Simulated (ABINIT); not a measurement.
# FeO (I4/mmm) in ABINIT: further runs, part 2 of 2

ABINIT 10.8.3 (patched build).

## Step 3: Phonons, LDA, collinear spin, ferromagnetic start (cell relaxed at zero pressure by an earlier run)

Input file run.abi:

```
# Datasets
ndtset 2

# Pseudopotentials
pp_dirpath "./"
pseudos "Fe.upf, O.upf"

# Structure
acell 5.5943983344 5.5943983344 5.5943983344
rprim
    -0.5000060047     0.5000060047     0.7070982892
     0.5000060047    -0.5000060047     0.7070982892
     0.5000060047     0.5000060047    -0.7070982892
ntypat 2
znucl 26 8
natom 2
typat 1 2
chkprim 0
chksymtnons 0
tolsym 1.0e-6
xred
            0.0            0.0            0.0
            1/2            1/2            0.0

# Plane-wave basis
ecut 46.0
ecutsm 0.5

# k points
ngkpt 10 10 10
nshiftk 1
shiftk 0.0 0.0 0.0

# Exchange and correlation
ixc 7

# Bands and occupations
nband 20
occopt 3
tsmear 0.05 eV

# Spin
nsppol 2
spinat
     0.0000000000     0.0000000000     3.0000000000
     0.0000000000     0.0000000000     0.0000000000

# SCF cycle
nstep 80

# Output
prteig 0
prtebands 0
prtwf 0
prtden 0
prtpot 0

# Dataset 1: ground state
kptopt1 1
tolvrs1 1.0e-15
prtwf1 1
tolwfr1 1.0e-14
nbdbuf1 4
nline1 6

# Dataset 2: response at q = 0 to atomic displacements
rfphon2 1
rfatpol2 1 2
rfdir2 1 1 1
getwfk2 1
kptopt2 2
nqpt2 1
qpt2 0.0 0.0 0.0
tolvrs2 1.0e-10
```

Input file mrgddb.in:

```
merged_DDB
FeO
2
runo_DS1_DDB
runo_DS2_DDB
```

Input file anaddb.abi:

```
ddb_filepath "merged_DDB"
output_file "anaddb.abo"
outdata_prefix "ana"
asr 1
chneut 0
dipdip 0
dieflag 0
enunit 0
eivec 1
nph1l 1
qph1l 0.0 0.0 0.0 1.0
```

Potentials or basis: PseudoDojo NC SR LDA v0.4.1 standard.

The run is started by

```console
mpirun --bind-to none -np 4 abinit run.abi > log 2>&1
mrgddb < mrgddb.in > mrgddb.log 2>&1
anaddb anaddb.abi > anaddb.log 2>&1
```

run.abo:

```text
.Version 10.8.3 of ABINIT
 DATASET    1 : space group I4/m m m (#139); Bravais tI (body-center tetrag.)
================================================================================
 Values of the parameters that define the memory need for DATASET  1.
     intxc =       0    ionmov =       0      iscf =       7    lmnmax =       6
     lnmax =       6     mgfft =      36  mpssoang =       3    mqgrid =    3001
     natom =       2  nloc_mem =       1    nspden =       2   nspinor =       1
    nsppol =       2      nsym =      16    n1xccc =    2501    ntypat =       2
    occopt =       3   xclevel =       1
       mpw =        1863          nfft =       46656          nkpt =         102
================================================================================
================================================================================

 DATASET    2 : space group I4/m m m (#139); Bravais tI (body-center tetrag.)
================================================================================
 Values of the parameters that define the memory need for DATASET  2 (RF).
     intxc =       0      iscf =       7    lmnmax =       6     lnmax =       6
     mgfft =      36  mpssoang =       3    mqgrid =    3001     natom =       2
  nloc_mem =       1    nspden =       2   nspinor =       1    nsppol =       2
      nsym =      16    n1xccc =    2501    ntypat =       2    occopt =       3
   xclevel =       1
      nfft =       46656          nkpt =         504
================================================================================
================================================================================

[... 855 lines left out ...]
   2    1   2    2        -0.0377245367         0.0000000000
[... 10 lines left out ...]
   3    2   3    1        -0.0377478754         0.0000000000
   3    2   3    2         0.0377478754         0.0000000000

  Phonon wavevector (reduced coordinates) :  0.00000  0.00000  0.00000
 Phonon energies in Hartree :
   0.000000E+00  0.000000E+00  0.000000E+00  1.289978E-03  1.289978E-03
   1.290378E-03
 Phonon frequencies in cm-1    :
   0.000000E+00  0.000000E+00  0.000000E+00  2.831175E+02  2.831175E+02
   2.832052E+02

== END DATASET(S) ==============================================================
================================================================================

 -outvars: echo values of variables after computation  --------
            acell      5.5943983344E+00  5.5943983344E+00  5.5943983344E+00 Bohr
           etotal1    -1.4173355914E+02
           etotal2     1.1814837489E+00
            fcart1    -0.0000000000E+00 -0.0000000000E+00 -0.0000000000E+00
                      -0.0000000000E+00 -0.0000000000E+00 -0.0000000000E+00
            fcart2     0.0000000000E+00  0.0000000000E+00  0.0000000000E+00
                       0.0000000000E+00  0.0000000000E+00  0.0000000000E+00
            rprim     -5.0000600470E-01  5.0000600470E-01  7.0709828920E-01
                       5.0000600470E-01 -5.0000600470E-01  7.0709828920E-01
                       5.0000600470E-01  5.0000600470E-01 -7.0709828920E-01
           strten1    -9.0997853959E-06 -9.0997853959E-06 -9.2025416872E-06
                       0.0000000000E+00  0.0000000000E+00  0.0000000000E+00
           strten2     0.0000000000E+00  0.0000000000E+00  0.0000000000E+00
                       0.0000000000E+00  0.0000000000E+00  0.0000000000E+00
           xangst      0.0000000000E+00  0.0000000000E+00  0.0000000000E+00
                      -1.6754925403E-17 -1.6754925403E-17  2.0933136485E+00
             xred      0.0000000000E+00  0.0000000000E+00  0.0000000000E+00
                       5.0000000000E-01  5.0000000000E-01 -1.1319122501E-17
 Calculation completed.
```

anaddb.abo:

```text
.Version 10.8.3 of ANADDB
================================================================================

 -outvars_anaddb: echo values of input variables ----------------------

 Miscellaneous information :
[... 82 lines left out ...]
 Symmetry characters of vibration mode #   1
       degenerate with vibration modes #   2 to    3
  3.0 -3.0 -1.0  1.0 -1.0  1.0 -1.0  1.0  1.0 -1.0 -1.0  1.0  1.0 -1.0 -1.0  1.0
 Symmetry characters of vibration mode #   4
       degenerate with vibration modes #   5 to    6
  3.0 -3.0 -1.0  1.0 -1.0  1.0 -1.0  1.0  1.0 -1.0 -1.0  1.0  1.0 -1.0 -1.0  1.0

================================================================================

 anaddb : the run completed successfully.
```

Run time: 5.7 min. Hardware: 4 MPI ranks of Intel Xeon 6975P-C (Granite Rapids), shared host; peak memory 1.3 GiB.

What came out:

```yaml
Free_energy: -3856.7666 eV
Pressure: 0.3 GPa
Band_gap_on_the_k_mesh: none (metal or under the smearing width)
Net_moment: 3.97 μB per cell
Site_moments: Fe +3.49; O +0.37 μB
Highest_phonon_frequency_at_Γ: 283 cm⁻¹
```

Phonon frequencies in cm⁻¹ (negative: imaginary):
```csv
q point,frequencies
"(0.000, 0.000, 0.000)",0 0 0 283 283 283
```

Caveat: the mesh is coarse for a metal's response; a cell with one magnetic atom can't hold antiferromagnetic order, which such compounds often take; semilocal functionals often make such compounds metallic where correlation or magnetic order opens a gap, which also shifts bond lengths.
